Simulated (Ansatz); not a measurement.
Crystal: Cu.

```
Cu
1.0
     0.00000    1.80750    1.80750
     1.80750    0.00000    1.80750
     1.80750    1.80750    0.00000
Cu
1
Cartesian
  0.0000 0.0000 0.0000
```

* Program: Ansatz 0.2.0
* Task: relaxation of cell and atoms
* Functional: rPW86-PBE
* Potentials or basis: Ansatz PAW
* Cutoff: 420 eV (not typed: the program's choice for these potentials)
* k mesh: 13 × 13 × 13
* Occupations: fermi-dirac, width 0.05 eV
* Spin: no spin polarisation

At the start: volume 11.81 Å³/atom.

Question: Where does the relaxation end?

Answer: It ends after 5 steps and the volume is 12.53 Å³/atom (+6.1 %); space group Fm-3m (No. 225, to 0.05 Å).

Step by step:
```
step  energy change (eV)  largest force (eV/Å)  volume (Å³)
   1              0.0000                0.0000        11.81
   2             -0.0134                0.0000        12.16
   3             -0.0178                0.0000        12.50
   4             -0.0178                0.0000        12.53
   5             -0.0182                0.0000        12.53
```

Final structure:
```yaml
crystal:
  lattice:
    - [0.00000, 1.84365, 1.84365]
    - [1.84365, 0.00000, 1.84365]
    - [1.84365, 1.84365, 0.00000]
  atoms:
    - { symbol: Cu, position: [0.00000, 0.00000, 0.00000] }
```

Caveat: the plane-wave basis is chosen anew once the cell has moved, so the energies of steps on either side of that aren't comparable; the PAW data sets come from PBE, with cores solved anew for the run's functional, which leaves a small shift of forces and pressure.
